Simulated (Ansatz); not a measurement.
CuO, 4 atoms in the cell. Symmetry: P6_3/mmc, No. 194, hexagonal system. Conventional cell: a = 3.180 Å, b = 3.180 Å, c = 4.431 Å, α = 90.00°, β = 90.00°, γ = 120.00°. Cu (site symmetry -3m) is surrounded by 6 O at 2.14 Å and 2 Cu at 2.22 Å. O (site symmetry -6m2) is surrounded by 6 Cu at 2.14 Å. Measurements of this composition are mostly on another form, of space group No. 15.

| Property | Result |
| --- | --- |
| Program | Ansatz 0.2.0 |
| Task | phonons |
| Functional | PBEsol |
| Potentials or basis | all-electron PAW datasets made for the crystal |
| Cutoff | 470 eV (chosen from the basis error) |
| k mesh | 10 × 10 × 6 |
| Occupations | fermi-dirac, width 0.05 eV |
| Spin | no spin polarisation |
| Phonons | method dfpt |

Potentials or basis: all-electron PAW datasets made for the crystal.

The run is started by

```bash
$ ansatz run input.yaml --threads 2 --pin off --max-ram 6144MiB --backend cpu --events-out ev --progress --plain --runs-dir out
```

Hardware: 2 threads of Arm Neoverse V2 (shared host).

Task: How long does it take, and how much memory?

Result: Run time: 14 min on 2 threads of Arm Neoverse V2, on a shared host, peak memory 2.9 GiB. Counts: scf iterations 12, plane waves 915, k points 172, bands 21.
